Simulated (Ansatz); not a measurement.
What does this script print? It uses the Python package of Ansatz (0.2.0).

The script, `phonons.py`:
```python
"""Harmonic phonons of SrO."""

from pathlib import Path
import warnings

import ansatz as az
import numpy as np


def main() -> None:
    warnings.simplefilter("ignore", az.DeckWarning)

    lattice = az.Lattice.of(
        (4.275466, 0.0, 0.0),
        (-2.137733, 3.702662, 0.0),
        (0.0, 0.0, 5.155595),
    )
    sites = [
        ("Sr", (1 / 3, 2 / 3, 0.938128)),
        ("Sr", (2 / 3, 1 / 3, 0.438128)),
        ("O", (1 / 3, 2 / 3, 0.436872)),
        ("O", (2 / 3, 1 / 3, 0.936872)),
    ]
    structure = az.Crystal(lattice=lattice)
    for symbol, position in sites:
        structure = structure.atom(symbol, position)

    # the cell itself: zone-centre modes alone
    setup = (
        structure.calculation()
        .occupations("fermi_dirac", width=10 * az.meV)
        .functional(az.Functional.LDA)
        .kpoints(6, 6, 4)
        .phonons("fd", supercell=1, amplitude=0.015)
    )
    res = setup.run(threads=1, backend="cpu", runs_dir="phonon_runs")
    folder = Path(res.output_folder) / "results"
    ph = res.phonons

    print("modes at Gamma (1/cm):", np.round(ph.gamma_omega_inv_cm, 1) + 0.0)
    print(f"{ph.n_members} displaced supercells, sum-rule residual {ph.asr_residual_pre_ev_ang2:.1e} eV/A^2")
    optical = np.sort(ph.gamma_omega_inv_cm)
    print("imaginary modes at Gamma:", int((optical < -10).sum()), "- highest mode", round(float(optical[-1]), 1), "1/cm")


if __name__ == "__main__":
    main()
```

```console
$ python phonons.py
modes at Gamma (1/cm): [  0.    0.    0.  127.1 127.1 172.  180.  278.9 294.2 294.2 297.5 297.5]
4 displaced supercells, sum-rule residual 2.5e-04 eV/A^2
imaginary modes at Gamma: 0 - highest mode 297.5 1/cm
```

The cell isn't relaxed first, so the values belong to this volume. Within a few hundredths of an angstrom the cell has the higher group P6_3/mmc; the lower one is a small distortion. No non-analytic term is added, so at the zone centre the longitudinal optical modes of a polar crystal aren't split off. This cell is a computed structure, which may not be the phase found in nature. The structure is taken as given and the supercell is small; imaginary modes can come from an unrelaxed or unstable start. Finished in 32 s on 1 thread of Intel(R) Xeon(R) Platinum 8259CL CPU @ 2.50GHz (Skylake/Cascade Lake) (shared host), peak memory 0.49 GiB.
